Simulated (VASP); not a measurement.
# SrTiO3 in VASP: one cell, several levels of theory, part 2 of 2

VASP 6.6.1, plane waves, PAW. The steps go on from the part before.

## Step 3: r2SCAN at this geometry

Contents of INCAR:

```
ENCUT = 520.000000
SIGMA = 0.010000
EDIFF = 1.00e-07
ALGO = Normal
METAGGA = R2SCAN
PREC = Accurate
IBRION = -1
ISIF = 2
ISMEAR = 0
NBANDS = 28
NELM = 120
NSW = 0
LASPH = .TRUE.
LCHARG = .TRUE.
LELF = .TRUE.
LWAVE = .FALSE.
LREAL = .FALSE.
```

Contents of KPOINTS:

```
KPOINTS created by Atomic Simulation Environment
0
Gamma
6 6 6
0 0 0
```

Contents of KPOINTS_OPT:

```
special points
4
Reciprocal
0.0000000000 0.0000000000 0.0000000000 1
0.0000000000 0.5000000000 0.0000000000 1
0.5000000000 0.5000000000 0.0000000000 1
0.5000000000 0.5000000000 0.5000000000 1
```

Contents of POSCAR:

```
Sr Ti O
 1.0000000000000000
     3.8287144715000001    0.0000000000000000    0.0000000000000000
     0.0000000000000000    3.8287144715000001    0.0000000000000000
     0.0000000000000000    0.0000000000000000    3.8287144715000001
 Sr  Ti  O
   1   1   3
Cartesian
  0.0000000000000000  0.0000000000000000  0.0000000000000000
  1.9143572357499998  1.9143572357499998  1.9143572357499998
  1.9143572357499998  1.9143572357499998  0.0000000000000000
  1.9143572357499998  0.0000000000000000  1.9143572357499998
  0.0000000000000000  1.9143572357499998  1.9143572357499998
```

On the command line:

```bash
> mpirun -np 1 vasp_std
```

Printed to the terminal (iteration lines stand in OSZICAR):

```text
POSCAR found type information on POSCAR SrTiO
 POSCAR found :  3 types and       5 ions
 -----------------------------------------------------------------------------
|                                                                             |
|                                                                             |
|     You enforced a specific xc type in the INCAR file but a different       |
|     I HOPE YOU KNOW WHAT YOU ARE DOING!                                     |
|                                                                             |
 -----------------------------------------------------------------------------

 LDA part: xc-table for (None), standard interpolation
 POSCAR, INCAR and KPOINTS ok, starting setup
 FFT: planning ... GRIDC
 FFT: planning ... GRID_SOFT
 FFT: planning ... GRID
 WAVECAR not read
 entering main loop
 Start KPOINTS_OPT (optional k-point list driver)
k-point batch [1-4\4]
```

OSZICAR:

```text
N       E                     dE             d eps       ncg     rms          rms(c)
DAV:   1     0.427491223602E+03    0.42749E+03   -0.22048E+04  1120   0.164E+03
DAV:   2    -0.392021715919E+02   -0.46669E+03   -0.44865E+03  1272   0.463E+02
DAV:   3    -0.833749129414E+02   -0.44173E+02   -0.43242E+02  1536   0.139E+02
DAV:   4    -0.857574244878E+02   -0.23825E+01   -0.23749E+01  1712   0.266E+01
DAV:   5    -0.858137344352E+02   -0.56310E-01   -0.56283E-01  1604   0.375E+00    0.294E+01
DAV:   6    -0.625011751829E+02    0.23313E+02   -0.34774E+01  1532   0.689E+01    0.140E+01
DAV:   7    -0.630839480493E+02   -0.58277E+00   -0.38735E+00  1380   0.114E+01    0.864E+00
DAV:   8    -0.631740819496E+02   -0.90134E-01   -0.54842E-01  1328   0.517E+00    0.157E+00
DAV:   9    -0.631652683778E+02    0.88136E-02   -0.17714E-01  1712   0.329E+00    0.824E-01
DAV:  10    -0.631698335707E+02   -0.45652E-02   -0.50656E-02  1392   0.287E+00    0.592E-01
DAV:  11    -0.631656125231E+02    0.42210E-02   -0.23040E-02  1556   0.152E+00    0.138E-01
DAV:  12    -0.631654760628E+02    0.13646E-03   -0.17666E-03  1364   0.372E-01    0.900E-02
DAV:  13    -0.631654816216E+02   -0.55588E-05   -0.27381E-04  1428   0.178E-01    0.435E-02
DAV:  14    -0.631654715750E+02    0.10047E-04   -0.46285E-05  1532   0.545E-02    0.129E-02
DAV:  15    -0.631654726398E+02   -0.10648E-05   -0.49171E-06  1372   0.179E-02    0.983E-03
DAV:  16    -0.631654707365E+02    0.19033E-05   -0.10941E-05  1648   0.242E-02    0.374E-03
DAV:  17    -0.631654705316E+02    0.20489E-06   -0.59819E-07  1316   0.600E-03    0.153E-03
DAV:  18    -0.631654705081E+02    0.23496E-07   -0.89956E-08   744   0.218E-03
   1 F= -.63165471E+02 E0= -.63165471E+02  d E =-.295510E-16
       N       E                     dE             ncg
DAV:   1     0.134672964822E+04   -0.40136E+04      224
DAV:   2    -0.347410170265E+03   -0.16941E+04      232
DAV:   3    -0.540175649250E+03   -0.19277E+03      336
DAV:   4    -0.548748581296E+03   -0.85729E+01      312
DAV:   5    -0.548940943097E+03   -0.19236E+00      280
DAV:   6    -0.548944088465E+03   -0.31454E-02      312
DAV:   7    -0.548944136129E+03   -0.47664E-04      284
DAV:   8    -0.548944137798E+03   -0.16686E-05      304
DAV:   9    -0.548944137815E+03   -0.17537E-07      180
```

Parts of OUTCAR:

```text
k-points           NKPTS =     20   k-points in BZ     NKDIM =     20   number of bands    NBANDS=     28

   NELECT =      40.0000    total number of electrons

   dimension x,y,z NGX =    28 NGY =   28 NGZ =   28
   dimension x,y,z NGXF=    56 NGYF=   56 NGZF=   56

  energy-cutoff  :      520.00
  volume of cell :       56.13
      direct lattice vectors                 reciprocal lattice vectors
     3.828714472  0.000000000  0.000000000     0.261184271  0.000000000  0.000000000
     0.000000000  3.828714472  0.000000000     0.000000000  0.261184271  0.000000000
     0.000000000  0.000000000  3.828714472     0.000000000  0.000000000  0.261184271

 k-points in reciprocal lattice and weights: KPOINTS created by Atomic Simulation Env
   0.00000000  0.00000000  0.00000000       0.005
   0.16666667  0.00000000  0.00000000       0.028
   0.33333333  0.00000000  0.00000000       0.028
   0.50000000  0.00000000  0.00000000       0.014
   0.16666667  0.16666667  0.00000000       0.056
   0.33333333  0.16666667  0.00000000       0.111
   0.50000000  0.16666667  0.00000000       0.056
   0.33333333  0.33333333  0.00000000       0.056
[... 12 more k-points ...]

 E-fermi :   4.4008

 k-point     1 :       0.0000    0.0000    0.0000
  band No.  band energies     occupation
      1     -54.0497      2.00000
      2     -29.3458      2.00000
      3     -29.2931      2.00000
      4     -29.2931      2.00000
      5     -29.2930      2.00000
      6     -14.2865      2.00000
      7     -13.3088      2.00000
      8     -13.3088      2.00000
      9     -10.7423      2.00000
     10     -10.7423      2.00000
     11     -10.7423      2.00000
     12       1.4049      2.00000
     13       1.4049      2.00000
     14       1.4049      2.00000
     15       3.0284      2.00000
     16       3.0284      2.00000
     17       3.0284      2.00000
     18       4.0033      2.00000
     19       4.0033      2.00000
     20       4.0033      2.00000
     21       6.7502      0.00000
     22       6.7502      0.00000
     23       6.7502      0.00000
     24       9.3939      0.00000
     25       9.3939      0.00000
     26      10.3957      0.00000
     27      10.3957      0.00000
     28      12.0057      0.00000

 k-point     2 :       0.1667    0.0000    0.0000
  band No.  band energies     occupation
      1     -54.0491      2.00000
      2     -29.4032      2.00000
      3     -29.2920      2.00000
      4     -29.2920      2.00000
      5     -29.2541      2.00000
      6     -14.2958      2.00000
      7     -13.2971      2.00000
      8     -13.2648      2.00000
      9     -10.7275      2.00000
     10     -10.7275      2.00000
     11     -10.5756      2.00000
     12       1.0152      2.00000
     13       1.3763      2.00000
     14       1.3763      2.00000
     15       2.6865      2.00000
     16       2.6865      2.00000
     17       2.7799      2.00000
     18       3.1955      2.00000
     19       3.8456      2.00000
     20       3.8456      2.00000
     21       6.7967      0.00000
     22       7.3614      0.00000
     23       7.3614      0.00000
     24       9.4108      0.00000
     25      10.2224      0.00000
     26      10.8947      0.00000
     27      10.9023      0.00000
     28      12.6668      0.00000

 k-point     3 :       0.3333    0.0000    0.0000
  band No.  band energies     occupation
      1     -54.0479      2.00000
      2     -29.4767      2.00000
      3     -29.2900      2.00000
      4     -29.2900      2.00000
      5     -29.2168      2.00000
      6     -14.4183      2.00000
      7     -13.2747      2.00000
      8     -13.0092      2.00000
      9     -10.6977      2.00000
     10     -10.6977      2.00000
     11     -10.2823      2.00000
     12       0.1546      2.00000
     13       1.3307      2.00000
     14       1.3307      2.00000
     15       2.1004      2.00000
     16       2.1004      2.00000
     17       2.1285      2.00000
     18       2.3450      2.00000
     19       3.6585      2.00000
     20       3.6585      2.00000
     21       6.8936      0.00000
     22       8.3906      0.00000
     23       8.3906      0.00000
     24       9.4264      0.00000
     25      11.4384      0.00000
     26      11.9375      0.00000
     27      12.0492      0.00000
     28      13.3478      0.00000

 k-point     4 :       0.5000    0.0000    0.0000
  band No.  band energies     occupation
      1     -54.0473      2.00000
      2     -29.5085      2.00000
      3     -29.2890      2.00000
      4     -29.2890      2.00000
      5     -29.2028      2.00000
      6     -14.5031      2.00000
      7     -13.2633      2.00000
      8     -12.8282      2.00000
      9     -10.6827      2.00000
     10     -10.6827      2.00000
     11     -10.1512      2.00000
     12      -0.3105      2.00000
     13       1.3249      2.00000
     14       1.3249      2.00000
     15       1.7473      2.00000
     16       1.8310      2.00000
     17       1.8310      2.00000
     18       2.1508      2.00000
     19       3.5886      2.00000
     20       3.5886      2.00000
     21       6.9441      0.00000
     22       8.8658      0.00000
     23       8.8659      0.00000
     24       9.4312      0.00000
     25      11.9487      0.00000
     26      12.4779      0.00000
     27      12.7440      0.00000
     28      13.2431      0.00000

 k-point     5 :       0.1667    0.1667    0.0000
  band No.  band energies     occupation
      1     -54.0485      2.00000
      2     -29.4151      2.00000
      3     -29.3190      2.00000
      4     -29.2910      2.00000
      5     -29.2333      2.00000
      6     -14.2494      2.00000
      7     -13.2926      2.00000
      8     -13.2488      2.00000
      9     -10.7120      2.00000
     10     -10.6582      2.00000
     11     -10.5121      2.00000
     12       0.7956      2.00000
     13       1.1712      2.00000
     14       1.3508      2.00000
     15       1.9774      2.00000
     16       2.4276      2.00000
     17       2.9893      2.00000
     18       3.0330      2.00000
     19       3.4573      2.00000
     20       3.6180      2.00000
     21       7.3241      0.00000
     22       7.4568      0.00000
     23       7.6863      0.00000
     24       9.8238      0.00000
     25      10.6983      0.00000
     26      11.3155      0.00000
     27      11.3785      0.00000
     28      13.0178      0.00000

 k-point     6 :       0.3333    0.1667    0.0000
  band No.  band energies     occupation
      1     -54.0473      2.00000
      2     -29.4608      2.00000
      3     -29.3226      2.00000
      4     -29.2890      2.00000
      5     -29.2198      2.00000
      6     -14.2775      2.00000
      7     -13.2438      2.00000
      8     -13.0844      2.00000
      9     -10.6805      2.00000
     10     -10.6134      2.00000
     11     -10.3198      2.00000
     12       0.1084      2.00000
     13       0.8311      2.00000
     14       1.2589      2.00000
     15       1.3112      2.00000
     16       1.9297      2.00000
     17       2.3477      2.00000
     18       3.0168      2.00000
     19       3.3009      2.00000
     20       3.3523      2.00000
     21       7.4503      0.00000
     22       8.4034      0.00000
     23       8.4726      0.00000
     24       9.9598      0.00000
     25      11.8490      0.00000
     26      12.2164      0.00000
     27      12.5126      0.00000
     28      13.7208      0.00000

 k-point     7 :       0.5000    0.1667    0.0000
  band No.  band energies     occupation
      1     -54.0467      2.00000
      2     -29.4874      2.00000
      3     -29.3162      2.00000
      4     -29.2880      2.00000
      5     -29.2171      2.00000
      6     -14.3326      2.00000
      7     -13.2149      2.00000
      8     -12.9418      2.00000
      9     -10.6645      2.00000
     10     -10.5995      2.00000
     11     -10.2249      2.00000
     12      -0.3232      2.00000
     13       0.5868      2.00000
     14       1.0917      2.00000
     15       1.3128      2.00000
     16       1.6794      2.00000
     17       2.1556      2.00000
     18       3.0261      2.00000
     19       3.1607      2.00000
     20       3.2604      2.00000
     21       7.4879      0.00000
     22       8.8678      0.00000
     23       8.9074      0.00000
     24       9.9759      0.00000
     25      12.3497      0.00000
     26      12.7434      0.00000
     27      13.2158      0.00000
     28      13.6500      0.00000

[... the tables of k-points 8 to 20 left out ...]

  Total        4.9928891      4.9928891      4.9928891     -0.0000000     -0.0000000      0.0000000
  in kB      142.5291072    142.5291072    142.5291072     -0.0000000     -0.0000000      0.0000000
  external PRESSURE =     142.5291072 kB  Pullay stress =       0.0000000 kB

 POSITION                                       TOTAL-FORCE (eV/Angst)
 -----------------------------------------------------------------------------------
      0.00000      0.00000      0.00000         0.000000      0.000000      0.000000
      1.91436      1.91436      1.91436         0.000000      0.000000      0.000000
      1.91436      1.91436      0.00000         0.000000      0.000000      0.000000
      1.91436      0.00000      1.91436         0.000000      0.000000      0.000000
      0.00000      1.91436      1.91436         0.000000      0.000000      0.000000
 -----------------------------------------------------------------------------------
    total drift:                                0.000000      0.000000      0.000000

  FREE ENERGIE OF THE ION-ELECTRON SYSTEM (eV)
  ---------------------------------------------------
  free  energy   TOTEN  =       -63.1654705081 eV

  energy  without entropy=      -63.1654705081  energy(sigma->0) =      -63.16547051
```

Hardware: 1 MPI rank of Intel Xeon Platinum 8488C, shared host.

The levels at the points of KPOINTS_OPT are read from vasprun.xml.

Band energies at the special points (eV, zero at the top of v, the last band that the electrons fill by count):

```csv
point,v−1,v,c,c+1
Γ,-0.34,-0.34,2.40,2.40
X,-0.76,-0.76,2.60,4.52
M,-1.67,-0.10,4.53,4.53
R,0.00,0.00,5.30,5.30
```

r2SCAN gives an indirect gap of 2.40 eV, from R to Γ; the least direct gap is 2.75 eV. Pressure: 14.25 GPa; the forces vanish within 0.01 eV/Å.

Density in a lattice plane of the grid's cell (edges 3.83 and 3.83 Å, at 0.500 of the third edge), which holds Ti and O.

Values in e/Å³, 12 rows by 12 columns:
```
 0.05  0.06  0.11  0.31  1.21  3.66  5.63  3.66  1.21  0.31  0.11  0.06
 0.12  0.11  0.12  0.21  0.57  1.33  1.94  1.33  0.57  0.21  0.12  0.11
 0.37  0.31  0.21  0.18  0.30  0.57  0.78  0.57  0.30  0.18  0.21  0.31
 1.72  1.21  0.57  0.30  0.59  1.81  2.91  1.81  0.59  0.30  0.57  1.21
 5.55  3.66  1.33  0.57  1.81  6.04  9.64  6.04  1.81  0.57  1.33  3.66
 8.13  5.63  1.94  0.78  2.91  9.64 15.25  9.64  2.91  0.78  1.94  5.63
 5.55  3.66  1.33  0.57  1.81  6.04  9.64  6.04  1.81  0.57  1.33  3.66
 1.72  1.21  0.57  0.30  0.59  1.81  2.91  1.81  0.59  0.30  0.57  1.21
 0.37  0.31  0.21  0.18  0.30  0.57  0.78  0.57  0.30  0.18  0.21  0.31
 0.12  0.11  0.12  0.21  0.57  1.33  1.94  1.33  0.57  0.21  0.12  0.11
 0.05  0.06  0.11  0.31  1.21  3.66  5.63  3.66  1.21  0.31  0.11  0.06
 0.04  0.05  0.12  0.37  1.72  5.55  8.13  5.55  1.72  0.37  0.12  0.05
```
Columns run along the first of these edges and rows up along the second, over one cell in 12 and 12 even steps from the bottom left corner. Atoms in the plane (fractional): Ti at (0.50, 0.50), O at (0.50, 0.00), O at (0.00, 0.50).

ELF in the same plane.

Ten even steps from '0' (0.02) to '9' (1.00):
```
000013678875457887631000
000002567887778876520000
100001257788888775210000
332100124556665542100123
665321001112221110012356
777642000112221100024677
888764101245554210146788
778874112578887521147887
457875224689998642257875
246775224799999742257764
457875224689998642257875
778874112578887521147887
888764101245554210146788
777642000112221100024677
665321001112221110012356
332100124556665542100123
100001257788888775210000
000002567887778876520000
000013678875457887631000
000014678764246787641000
```
Columns run along the first of these edges and rows up along the second, over one cell in 24 and 20 even steps from the bottom left corner. Atoms in the plane (fractional): Ti at (0.50, 0.50), O at (0.50, 0.00), O at (0.00, 0.50).

Both are smooth fields of the valence electrons: close to the nuclei they are not physical.

Outside the cores ELF peaks at 0.84 in the shell around O, 0.6 Å from O.

## Step 4: What came out

The summary covers parts 1 to 2.

| level | gap (eV) | pressure (GPa) | Ansatz: gap (eV) | Ansatz: pressure (GPa) |
| --- | --- | --- | --- | --- |
| PBE | 1.96 | 17.79 | 2.00 | 17.02 |
| r2SCAN | 2.40 | 14.25 | 2.39 | 13.11 |

In words: The gap spans 1.96 eV (PBE) to 2.40 eV (r2SCAN). At this one volume the pressure spans 14.3 GPa (r2SCAN) to 17.8 GPa (PBE): PBE wants the largest cell and r2SCAN the smallest. The two programs agree on the gap within 0.05 eV, far less than the spread between functionals. Datasets and cutoffs are each program's own.
